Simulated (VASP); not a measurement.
## LiF in VASP 6.6.1, single-point calculation

INCAR

```
EDIFF = 1E-7
NSW = 0
LCHARG = .FALSE.
TIME = 4
IBRION = -1
SIGMA = 0.01
ISMEAR = 0
LWAVE = .FALSE.
NELM = 99
ALGO = Damped
LASPH = .TRUE.
METAGGA = R2SCAN
ISIF = 2
ENCUT = 520
NBANDS = 12
LREAL = .FALSE.
PREC = Accurate
```

KPOINTS

```
KPOINTS created by Atomic Simulation Environment
0
Gamma
10 10 10
0 0 0
```

POSCAR

```
Li F
 1.0000000000000000
     0.0000000000000000    1.9948717392999999    2.0148204566999999
     1.9948717392999999    0.0000000000000000    2.0148204566999999
     1.9948717392999999    1.9948717392999999    0.0000000000000000
 Li  F
   1   1
Cartesian
  0.0000000000000000  0.0000000000000000  0.0000000000000000
  1.9948717392999997  1.9948717392999997  2.0148204566999994
```

The recommended PBE PAW datasets give the neutral cell 10 valence electrons.

Command

```
mpirun -np 1 vasp_std
```

OSZICAR

```
N       E                     dE             d eps       ncg     rms           ort
DAV:   1     0.509908923556E+02    0.50991E+02   -0.62194E+03  1224   0.920E+02
DAV:   2    -0.116448604011E+02   -0.62636E+02   -0.59799E+02  1224   0.229E+02
DAV:   3    -0.148780349307E+02   -0.32332E+01   -0.31981E+01  1224   0.512E+01
DAV:   4    -0.149708690587E+02   -0.92834E-01   -0.92251E-01  1224   0.914E+00
DAV:   5    -0.149738773564E+02   -0.30083E-02   -0.30007E-02  1224   0.139E+00
SDA:   6    -0.114321424369E+02    0.35417E+01   -0.65412E+01  1224   0.164E+01   0.000E+00
DMP:   7     0.749046784368E+01    0.18923E+02   -0.29147E+03  1224   0.710E+02  -0.111E+02
DMP:   8     0.222031183516E+03    0.21454E+03   -0.13359E+04  1224   0.323E+03  -0.653E+02
DMP:   9     0.595789352130E+03    0.37376E+03   -0.79387E+04  1224   0.196E+04  -0.139E+03
DMP:  10     0.434644035601E+03   -0.16115E+03   -0.80727E+04  1224   0.200E+04  -0.127E+03
...
DMP:  91     0.279617236457E+03    0.74403E+01    0.92336E+05  1224  -0.200E+05   0.178E+05
DMP:  92     0.272816559338E+03   -0.68007E+01   -0.18358E+07  1224   0.399E+06  -0.352E+06
DMP:  93     0.280094659773E+03    0.72781E+01    0.40192E+07  1224  -0.873E+06   0.771E+06
DMP:  94     0.273205104972E+03   -0.68896E+01    0.55543E+06  1224  -0.121E+06   0.107E+06
DMP:  95     0.280338653545E+03    0.71335E+01    0.87565E+07  1224  -0.190E+07   0.168E+07
DMP:  96     0.272902300105E+03   -0.74364E+01    0.37114E+07  1224  -0.806E+06   0.712E+06
DMP:  97     0.280905208500E+03    0.80029E+01    0.23492E+08  1224  -0.510E+07   0.451E+07
DMP:  98     0.272244206228E+03   -0.86610E+01   -0.29461E+08  1224   0.640E+07  -0.565E+07
DMP:  99     0.281539621645E+03    0.92954E+01    0.87995E+08  1224  -0.191E+08   0.169E+08
   1 F= 0.28153962E+03 E0= 0.28153966E+03  d E =-.860156E-04
```

Standard output (part)

```
POSCAR found type information on POSCAR LiF
 POSCAR found :  2 types and       2 ions
 LDA part: xc-table for (None), standard interpolation
 POSCAR, INCAR and KPOINTS ok, starting setup
 WAVECAR not read
 entering main loop
 final diagonalization occupied
|     The electronic self-consistency was not achieved in the given           |
|     number of steps (NELM). The forces and other quantities evaluated       |
|     might not be reliable so examine the results carefully. If you find     |
|     spurious results, we suggest increasing NELM, if you were close to      |
|     convergence or switching to a different ALGO or adjusting the           |
|     density mixing parameters otherwise.                                    |
```

It didn't converge.

Task: Why shouldn't this run be trusted?

Result: Damping step far too long. It didn't converge.
